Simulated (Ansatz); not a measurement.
Crystal: Ga.

```
Ga
1.0
     1.45000   -4.06500    0.00000
     1.45000    4.06500    0.00000
     0.00000    0.00000    3.17000
Ga
2
Direct
  0.13300 0.86700 0.75000
  0.86700 0.13300 0.25000
```

This isn't the form of Ga at room conditions, which is orthorhombic.

- Program: Ansatz 0.2.0
- Task: relaxation of cell and atoms
- Functional: PBEsol
- Potentials or basis: Ansatz PAW
- Cutoff: 420 eV (not typed: the program's choice for these potentials)
- k mesh: 10 × 10 × 8
- Occupations: fermi-dirac, width 0.05 eV
- Spin: no spin polarisation

At the start: volume 18.68 Å³/atom.

Task: How do energy, volume and symmetry change on relaxing?

Result: It ends after 5 steps and the volume is 17.93 Å³/atom (-4.0 %); space group Cmcm (No. 63, to 0.05 Å).

Step by step:
| step | energy change (eV) | largest force (eV/Å) | volume (Å³) |
| --- | --- | --- | --- |
| 1 | 0.0000 | 0.2109 | 37.37 |
| 2 | -0.0186 | 0.0462 | 35.64 |
| 3 | -0.0190 | 0.0028 | 35.91 |
| 4 | -0.0190 | 0.0006 | 35.87 |
| 5 | -0.0186 | 0.0006 | 35.87 |

Final structure:
```xyz
2
Lattice="1.4106 -4.0126 0.0000 1.4106 4.0126 0.0000 0.0000 0.0000 3.1684" Properties=species:S:1:pos:R:3 pbc="T T T"
Ga    1.4106    2.9276    2.3763
Ga    1.4106   -2.9276    0.7921
```

Caveat: the plane-wave basis is chosen anew once the cell has moved, so the energies of steps on either side of that aren't comparable; the PAW data sets come from PBE, with cores solved anew for the run's functional, which leaves a small shift of forces and pressure.
